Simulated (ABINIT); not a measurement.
Crystal: ZrB2.

```
Zr B
1.0
     3.17000    0.00000    0.00000
    -1.58500    2.74530    0.00000
     0.00000    0.00000    3.53300
Zr B
1 2
Cartesian
  0.0000 0.0000 0.0000
  1.5850 0.9151 1.7665
  0.0000 1.8302 1.7665
```

Base run:

```yaml
Program: ABINIT 10.8.3 (patched build)
Functional: PBE
Potentials_or_basis: SG15 NC PBE v1.2
Cutoff: 1034 eV
k_mesh: 10 × 10 × 8
Occupations: fermi-dirac, width 0.05 eV
Spin: no spin polarisation
```

Its results: band gap on the k mesh none (metal or under the smearing width); pressure 0.1 GPa.

Question: The run is repeated on the same cell with these changes: functional from PBE to LDA; potentials or basis from SG15 NC PBE v1.2 to JTH PAW LDA v2.0; cutoff from 1034 eV to 463 eV. What comes out?

Answer: Band gap on the k mesh none (metal or under the smearing width); pressure -9.0 GPa.
